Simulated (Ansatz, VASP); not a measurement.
# Two plane-wave programs on BeS

```xyz
2
Lattice="0.0000 2.4379 2.4379 2.4379 0.0000 2.4379 2.4379 2.4379 0.0000" Properties=species:S:1:pos:R:3 pbc="T T T"
Be    0.0000    0.0000    0.0000
S     1.2190    1.2190    1.2190
```

Alike in both runs: task relaxation of cell and atoms; functional PBE; dispersion D3(BJ); k mesh 8 × 8 × 8; occupations gaussian, width 0.02 eV; no spin polarisation.

```csv
,VASP,Ansatz
version,VASP 6.6.1,Ansatz 0.2.0
potentials or method,"VASP PAW PBE potentials, release 64 (Be, S)","scalar-relativistic, plane waves, PAW"
plane-wave cutoff (eV),600,420
valence electrons in the cell,8,8
```

```csv
,VASP,Ansatz,Ansatz less VASP
"gap on the k mesh at the Fermi level, each at its own relaxed structure (eV)",3.06,3.06,-0.002
relaxed volume (Å³/atom),13.97,13.96,-0.004
relaxed cell length with the largest relative difference (Å),3.406,3.405,-0.0003
energy change over the relaxation (meV/atom),-6,-6,-0.1
```

A k mesh can miss the band edges. A hybrid or GW would open this gap; PBE tends to underestimate it.
